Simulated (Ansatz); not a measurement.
**What a change of settings does to a run on CuI**

The cell is COD entry 9004456, as deposited and not checked against the literature; nothing was relaxed. It differs from other determinations.

First run: DFT, PBEsol, PAW with Ansatz's default frozen-core files, scalar-relativistic (Ansatz 0.2.0).

Command: `ansatz run input.yaml --threads 1 --pin off --max-ram 2048MiB --backend cpu --events-out ev --progress --plain --runs-dir out` The run took 9.7 s on 1 thread of Arm Neoverse V1, with other jobs on the host, peak memory 0.41 GiB.

```yaml
crystal:
  lattice:
    - [0.0, 3.0315, 3.0315]
    - [3.0315, 0.0, 3.0315]
    - [3.0315, 3.0315, 0.0]
  atoms:
    - { symbol: Cu, position: [0.75, 0.75, 0.75] }
    - { symbol: I, position: [0.0, 0.0, 0.0] }
kpoints:
  mp_grid: { grid: [9, 9, 9] }
  band_path:
    path:
      - [0.0, 0.0, 0.0]
      - [-0.5, -0.5, 0.0]
      - [-0.375, -0.375, 0.25]
      - [-0.375, 0.0, 0.375]
      - [0.0, 0.0, 0.0]
      - [0.0, 0.0, 0.5]
      - [-0.5, -0.25, 0.25]
      - [-0.5, -0.5, 0.0]
    npoints: 5
scf:
  occupations: { method: fermi_dirac, width: 0.03 }
hamiltonian:
  xc: pbesol
  pseudopotentials: { kind: paw }
output:
  forces: true
  stress: true
  eigenvalues: true
  efg: { contact_densities: true }
```

Result: converged; pressure -2.60 GPa; gap on the k mesh 1.01 eV (the mesh can miss the band edges); 6 SCF iterations.

No spin–orbit coupling, which matters for the heavy atoms here.

The input is then changed:

```diff
@@ -25,4 +25,5 @@
   xc: pbesol
   pseudopotentials: { kind: paw }
+  dispersion: d4
 output:
   forces: true
```

Problem. Predict the outcome of the changed run.

Solution. It converged; pressure -3.73 GPa; gap on the k mesh 1.01 eV (the mesh can miss the band edges); 6 SCF iterations.
